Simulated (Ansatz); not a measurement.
# diamond against fcc along group 11 and 12

Computed with DFT, revPBE, plane waves (420 eV) with PAW, scalar-relativistic (Ansatz 0.2.0). The PAW files were generated under PBE, with cores re-solved for the functional.

Each structure is relaxed within its symmetry, in the lowest magnetic state of the tried starts. Differences under about 8 meV lie within the error of the k-point mesh.

| element | E(diamond) − E(fcc) (meV/atom) | V(diamond) (Å³/atom) | V(fcc) (Å³/atom) | state of diamond | state of fcc |
| --- | --- | --- | --- | --- | --- |
| Cu | 986 | 19.88 | 12.26 | spin not included | spin not included |
| Ag | 690 | 31.71 | 18.43 | spin not included | spin not included |
| Au | 618 | 30.26 | 18.33 | spin not included | spin not included |
| Zn | 403 | 26.08 | 15.69 | spin not included | spin not included |
| Cd | ? | ? | ? | ? | ? |

Fill in the row of Cd.

E(diamond) − E(fcc) (meV/atom): 260; V(diamond) (Å³/atom): 40.54; V(fcc) (Å³/atom): 23.97; state of diamond: spin not included; state of fcc: spin not included.
